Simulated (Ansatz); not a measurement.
# Sn (Im-3m) in Ansatz: a series of runs

One crystal, Sn, is run at these levels: r2SCAN; tasks: single point, equation of state.

Everything below comes from runs of Ansatz 0.2.0. Logs are shortened: lines on timing, memory, paths and dates and some standing lists are left out, and cuts for length are marked.

**1. Starting point**

It takes space group Im-3m (No. 229, cubic). Conventional cell: a = 3.789 Å, b = 3.789 Å, c = 3.789 Å, α = 90.00°, β = 90.00°, γ = 90.00°. Around Sn (site symmetry m-3m) lie 8 Sn at 3.28 Å.

This isn't the form of Sn at room conditions, which is tetragonal (white tin).

**2. Single point, r2SCAN, 25.57 Å³/atom (volume scaled by 0.94)**

Contents of input.yaml:

```yaml
crystal:
  lattice:
    - [-1.8559746029, 1.8559746029, 1.8559746029]
    - [1.8559746029, -1.8559746029, 1.8559746029]
    - [1.8559746029, 1.8559746029, -1.8559746029]
  atoms:
    - { symbol: Sn, position: [0.0, 0.0, 0.0] }
hamiltonian:
  xc: r2scan
  pseudopotentials: { kind: paw }
kpoints:
  mp_grid: { grid: [10, 10, 10] }
scf:
  occupations: { method: fermi_dirac, width: 0.05 }
output:
  forces: true
  stress: true
  eigenvalues: true
```

Potentials or basis: Ansatz PAW.

Launch:

```sh
$ ansatz run input.yaml --threads 2 --pin off --max-ram 5632MiB --backend cpu --events-out ev --progress --plain --runs-dir out
```

Log:

```text
Warning: RAYON_NUM_THREADS=2 ignored (pool sized by the plan → 2); use --threads N
Engine: ansatz 0.2.0, x86_64-unknown-linux-gnu
Pseudopotentials: kind: paw
Pseudopotential: Sn, paw, valence charge 14, recommended cutoff 500 eV (meta_gga), Sn.paw.azcp
Functional definition: r2SCAN
  parameter k0 = 0.174
  parameter k1 = 0.065
  parameter a1 = 4.9479
  exchange = r2scan_x(k0 = k0, k1 = k1, a1 = a1)
  correlation = r2scan_c
Crystal: 1 atoms, lattice volume = 25.573 Å³
Basis set: ecut = 500 eV, 627 PW (Γ), exchange–correlation on 96×96×96 points (64 copies of the dense FFT grid, shifted against one another)
Bands: 11, of which v1, the nominal top of the filled ones, is band 7 counted from 1 (6 counted from 0)
Symmetry: 48 space group operations
Space group: Im-3m (ITA 229), of the structure as read, at distance tolerance 2.9e-5 Å
k-points: 47 of 1000
Non-local potential: Sn, projectors of the file, l = 0: 2, l = 1: 2, l = 2: 2, l = 3: 2
PAW form: soft (Blöchl's): semilocal exchange-correlation on the pseudo side does not see the compensation charge
PAW frozen core: Sn, regenerated for the run's functional (the file was generated under x = pbe(κ = 0.804, μ = 0.2195149727645171), c = pbe(β = 0.06672455060314922))
PAW one-centre angular grid: Sn, 590 points (default); XC on 249 of its mesh's 2787 points in the sphere
Initial density: superposition of atomic densities (neutral atoms: chi_scale 0, normalization atom), corrected by the library's trained network
Initial wavefunctions: pseudopotential atomic-orbital guess
Functional: x = r2scan, c = r2scan; τ floored in thin density (d = 2e-4 eV/Å³)
SCF iter   1: F=—  HF=-6038.365757 eV  |F-HF|=—  |Δ(HF+E_count)|=         —  Δρ=5.54e-3  dr2=3.11e-3  dr2_τ=4.29e-4  ethr=1.77e-3  ⟨swp⟩=5.1  Hψ=3093  notcnv=0
preconditioner: auto → Kerker (q_TF=auto, 2.468 Å⁻¹)  [metal: Δε(μ)=0.110 eV  Ē_g=24.648 eV  σ=0.050 eV  W_gap=0.49  n_scr=12 (ndim 8)  ℏωp=27.5 eV  f_vac=0.000  D(μ)=0.61/eV (n_scr^D=0)]
SCF iter   2: F=—  HF=-6038.374732 eV  |F-HF|=—  |Δ(HF+E_count)|=   8.98e-3  Δρ=2.69e-3  dr2=7.23e-4  dr2_τ=2.27e-5  ethr=2.22e-5  ⟨swp⟩=2.2  Hψ=1378  notcnv=0  defer=11
preconditioner: auto → none  [insulator: Δε(μ)=0.125 eV  Ē_g=24.605 eV  σ=0.050 eV  W_gap=0.53  n_scr=12 (ndim 8)  ℏωp=27.5 eV  f_vac=0.000  D(μ)=0.60/eV (n_scr^D=0)  ε∞_Penn≈2.2]
SCF iter   3: F=—  HF=-6038.375209 eV  |F-HF|=—  |Δ(HF+E_count)|=   4.77e-4  Δρ=6.03e-4  dr2=4.04e-5  dr2_τ=2.80e-6  ethr=5.17e-6  ⟨swp⟩=2.0  Hψ=656  notcnv=0  defer=11
SCF iter   4: F=—  HF=-6038.375212 eV  |F-HF|=—  |Δ(HF+E_count)|=   3.42e-6  Δρ=3.92e-5  dr2=3.69e-7  dr2_τ=8.06e-9  ethr=2.89e-7  ⟨swp⟩=2.0  Hψ=786  notcnv=0  defer=11
iter 5 did not close the SCF: its close was put off for the readings that it lacked (scf_convergence_deferred on its scf_iter line)
SCF iter   5: F=-6038.375214 eV  HF=-6038.375214 eV  |F-HF|=3.87e-8  |Δ(HF+E_count)|=   1.23e-6  Δρ=9.93e-6  dr2=1.33e-8  dr2_τ=3.02e-10  ethr=2.64e-9  ⟨swp⟩=2.0  Hψ=842  notcnv=0  defer=11
SCF iter   6: F=-6038.375214 eV  HF=-6038.375214 eV  |F-HF|=3.06e-10  |Δ(HF+E_count)|=   4.23e-8  Δρ=1.01e-6  dr2=1.16e-10  dr2_τ=8.94e-12  ethr=9.51e-11  ⟨swp⟩=3.3  Hψ=1822  notcnv=0
SCF 1 converged in 6 iterations: F = -6038.375214 eV  dr2 = 1.16e-10
SCF converged after 6 iterations
Free energy (F): -6038.375214 eV
Harris-Foulkes:  -6038.375214 eV  (|F-HF|=3.06e-10)
Internal energy: -6038.370367 eV  (E = F + TS)
E sigma→0 (E₀):  -6038.372790 eV
Entropy (-TS):   -0.004846 eV (-4.846 meV/atom)
Fermi energy:    11.733835 eV
--- Per-component energies (eV) ---
  E_band       = -78.181828
  E_kinetic    = 186.491045
  E_local      = -780.323362  (includes V_loc(G=0)·N_el)
  E_nonlocal   = -33.010572
  E_hartree    = 504.618996
  E_xc         = -375.211058
  E_vxc        = -105.273429  (∫ρ·V_xc dr)
  E_paw        = -4158.149701  (= ΣΔE_a)
  E_vpaw       = -362.050930  (= ΣTr[D̂ρ^β])
  E_aug_tail   = -0.000000  (compensation charges beyond the density's cutoff)
  E_vtau       = 6.747573  (kinetic-family band-sum trace: ∫τ·v_τ [+ j·A + Jᵃ·Aᵃ] dr)
  E_ewald      = -1383.521035
  E_core_change = 0.735320  (= ΣΔE_core)
  E_smearing   = -0.004846  (= −TS)
  E_closure    = 0.000000  (closes the sum)
  Σ components = -6038.375214   (vs F -6038.375214, Δ=0.00e0)
--- Forces (eV/Å), atoms counted from 1 ---
  atom   1  Sn    -0.00000000     0.00000000     0.00000000
  max |Σ_I F_I| component: 2.88e-31 eV/Å
--- Stress (GPa, compression-positive) ---
        2.539497       0.000000       0.000000
       -0.000000       2.539497      -0.000000
       -0.000000       0.000000       2.539497
  P = ⅓ Tr σ = 2.5395 GPa (25.395 kbar)
--- Band table (eV; the first three rows and the last of 47) ---
  k-point 0: bands = ["-10.6570", "-10.6570", "-10.6570", "-10.4781", "-10.4781", "-0.4028", "20.7953", "20.7953", "20.7953", "24.7193", "24.7193"]
  k-point 1: bands = ["-10.6629", "-10.6491", "-10.6303", "-10.4845", "-10.4790", "-0.1596", "18.8119", "19.8294", "20.4471", "23.1608", "23.3841"]
  k-point 2: bands = ["-10.6782", "-10.6332", "-10.5595", "-10.4978", "-10.4812", "0.5725", "15.2750", "18.2308", "19.5707", "22.0308", "22.1378"]
  k-point 46: bands = ["-10.6883", "-10.6883", "-10.3961", "-10.3961", "-10.3961", "9.8166", "11.0697", "11.0697", "11.0697", "15.8674", "15.8674"]
```

Wall time 7.5 s (2 threads of Intel Xeon at 2.50GHz (Skylake/Cascade Lake), shared host); peak memory 0.36 GiB.

Results:

```
Free energy            : -6038.3752 eV
Pressure               : 2.5 GPa
Band gap on the k mesh : none (metal or under the smearing width)
```

Caveat: the PAW data sets come from PBE, with cores solved anew for the run's functional, which leaves a small shift of forces and pressure.

**3. Single point, r2SCAN, 26.12 Å³/atom (volume scaled by 0.96)**

Edit input.yaml of step 2 so:

```diff
@@ -2,5 +2,5 @@
   lattice:
-    - [-1.8559746029, 1.8559746029, 1.8559746029]
-    - [1.8559746029, -1.8559746029, 1.8559746029]
-    - [1.8559746029, 1.8559746029, -1.8559746029]
+    - [-1.8690452773, 1.8690452773, 1.8690452773]
+    - [1.8690452773, -1.8690452773, 1.8690452773]
+    - [1.8690452773, 1.8690452773, -1.8690452773]
   atoms:
```

Potentials or basis: Ansatz PAW.

Launch:

```sh
$ ansatz run input.yaml --threads 2 --pin off --max-ram 5632MiB --backend cpu --events-out ev --progress --plain --runs-dir out
```

Wall time 8.1 s (2 threads of Intel Xeon at 2.50GHz (Skylake/Cascade Lake), shared host); peak memory 0.36 GiB.

It converged, with:

```
Free energy            : -6038.3817 eV
Pressure               : 1.3 GPa
Band gap on the k mesh : none (metal or under the smearing width)
```

Caveat: the PAW data sets come from PBE, with cores solved anew for the run's functional, which leaves a small shift of forces and pressure.

**4. Single point, r2SCAN, 26.66 Å³/atom (volume scaled by 0.98)**

Edit input.yaml of step 3 so:

```diff
@@ -2,5 +2,5 @@
   lattice:
-    - [-1.8690452773, 1.8690452773, 1.8690452773]
-    - [1.8690452773, -1.8690452773, 1.8690452773]
-    - [1.8690452773, 1.8690452773, -1.8690452773]
+    - [-1.881935652, 1.881935652, 1.881935652]
+    - [1.881935652, -1.881935652, 1.881935652]
+    - [1.881935652, 1.881935652, -1.881935652]
   atoms:
```

Launch:

```sh
$ ansatz run input.yaml --threads 2 --pin off --max-ram 5632MiB --backend cpu --events-out ev --progress --plain --runs-dir out
```

Run time: 5.6 s. Hardware: 2 threads of Intel Xeon at 2.50GHz (Skylake/Cascade Lake), shared host; peak memory 0.37 GiB.

Results (log left out):

| Quantity | Value |
| --- | --- |
| Free energy | -6038.3842 eV |
| Pressure | 0.2 GPa |
| Band gap on the k mesh | none (metal or under the smearing width) |

Caveat: the PAW data sets come from PBE, with cores solved anew for the run's functional, which leaves a small shift of forces and pressure.

**5. Single point, r2SCAN, 27.20 Å³/atom**

Contents of input.yaml:

```yaml
crystal:
  lattice:
    - [-1.8946518192, 1.8946518192, 1.8946518192]
    - [1.8946518192, -1.8946518192, 1.8946518192]
    - [1.8946518192, 1.8946518192, -1.8946518192]
  atoms:
    - { symbol: Sn, position: [0.0, 0.0, 0.0] }
hamiltonian:
  xc: r2scan
  pseudopotentials: { kind: paw }
kpoints:
  mp_grid: { grid: [10, 10, 10] }
scf:
  occupations: { method: fermi_dirac, width: 0.05 }
output:
  forces: true
  stress: true
  eigenvalues: true
  write_density: true
  write_potential: true
  elf: true
  volumetric_format: npy
```

Launch:

```sh
$ ansatz run input.yaml --threads 2 --pin off --max-ram 5632MiB --backend cpu --events-out ev --progress --plain --runs-dir out
```

Wall time 9 s (2 threads of Intel Xeon at 2.50GHz (Skylake/Cascade Lake), shared host); peak memory 0.37 GiB.

The run converged. Its results:

| Property | Result |
| --- | --- |
| Free energy | -6038.3832 eV |
| Pressure | -0.8 GPa |
| Band gap on the k mesh | none (metal or under the smearing width) |

Caveat: the PAW data sets come from PBE, with cores solved anew for the run's functional, which leaves a small shift of forces and pressure.

**6. Single point, r2SCAN, 27.75 Å³/atom (volume scaled by 1.02)**

Contents of input.yaml:

```yaml
crystal:
  lattice:
    - [-1.9071995479, 1.9071995479, 1.9071995479]
    - [1.9071995479, -1.9071995479, 1.9071995479]
    - [1.9071995479, 1.9071995479, -1.9071995479]
  atoms:
    - { symbol: Sn, position: [0.0, 0.0, 0.0] }
hamiltonian:
  xc: r2scan
  pseudopotentials: { kind: paw }
kpoints:
  mp_grid: { grid: [10, 10, 10] }
scf:
  occupations: { method: fermi_dirac, width: 0.05 }
output:
  forces: true
  stress: true
  eigenvalues: true
```

Potentials or basis: Ansatz PAW.

Launch:

```sh
$ ansatz run input.yaml --threads 2 --pin off --max-ram 5632MiB --backend cpu --events-out ev --progress --plain --runs-dir out
```

Run time: 8.6 s. Hardware: 2 threads of Intel Xeon at 2.50GHz (Skylake/Cascade Lake), shared host; peak memory 0.38 GiB.

It converged, with:

```
Free energy            : -6038.3791 eV
Pressure               : -1.6 GPa
Band gap on the k mesh : none (metal or under the smearing width)
```

Caveat: the PAW data sets come from PBE, with cores solved anew for the run's functional, which leaves a small shift of forces and pressure.

**7. Single point, r2SCAN, 28.29 Å³/atom (volume scaled by 1.04)**

Edit input.yaml of step 6 so:

```diff
@@ -2,5 +2,5 @@
   lattice:
-    - [-1.9071995479, 1.9071995479, 1.9071995479]
-    - [1.9071995479, -1.9071995479, 1.9071995479]
-    - [1.9071995479, 1.9071995479, -1.9071995479]
+    - [-1.9195843076, 1.9195843076, 1.9195843076]
+    - [1.9195843076, -1.9195843076, 1.9195843076]
+    - [1.9195843076, 1.9195843076, -1.9195843076]
   atoms:
```

Launch:

```sh
$ ansatz run input.yaml --threads 2 --pin off --max-ram 5632MiB --backend cpu --events-out ev --progress --plain --runs-dir out
```

Wall time 6.8 s (2 threads of Intel Xeon at 2.50GHz (Skylake/Cascade Lake), shared host); peak memory 0.38 GiB.

The run converged. Its results:

| Property | Result |
| --- | --- |
| Free energy | -6038.3723 eV |
| Pressure | -2.4 GPa |
| Band gap on the k mesh | none (metal or under the smearing width) |

Caveat: the PAW data sets come from PBE, with cores solved anew for the run's functional, which leaves a small shift of forces and pressure.

**8. Single point, r2SCAN, 28.84 Å³/atom (volume scaled by 1.06)**

Edit input.yaml of step 7 so:

```diff
@@ -2,5 +2,5 @@
   lattice:
-    - [-1.9195843076, 1.9195843076, 1.9195843076]
-    - [1.9195843076, -1.9195843076, 1.9195843076]
-    - [1.9195843076, 1.9195843076, -1.9195843076]
+    - [-1.9318112889, 1.9318112889, 1.9318112889]
+    - [1.9318112889, -1.9318112889, 1.9318112889]
+    - [1.9318112889, 1.9318112889, -1.9318112889]
   atoms:
```

Launch:

```sh
$ ansatz run input.yaml --threads 2 --pin off --max-ram 5632MiB --backend cpu --events-out ev --progress --plain --runs-dir out
```

It took 6.4 s on 2 threads of Intel Xeon at 2.50GHz (Skylake/Cascade Lake), shared host; peak memory 0.37 GiB.

It converged, with:

```yaml
Free_energy: -6038.3631 eV
Pressure: -3.1 GPa
Band_gap_on_the_k_mesh: none (metal or under the smearing width)
```

Caveat: the PAW data sets come from PBE, with cores solved anew for the run's functional, which leaves a small shift of forces and pressure.

**9. Equation of state, r2SCAN**

Potentials or basis: Ansatz PAW.

No new run: the results of the series are fitted here.

Results:

```
Equilibrium volume                      : 26.77 Å³/atom
Bulk modulus                            : 49 GPa
Pressure derivative of the bulk modulus : 4.9
```

Energy against volume, from the lowest point:
```
volume (Å³/atom)  energy (meV/atom)
          25.573               8.96
          26.117               2.51
          26.661               0.00
          27.205               0.97
          27.749               5.04
          28.293              11.85
          28.837              21.11
```

Caveat: the PAW data sets were made with another functional, which shifts forces and pressure a little.
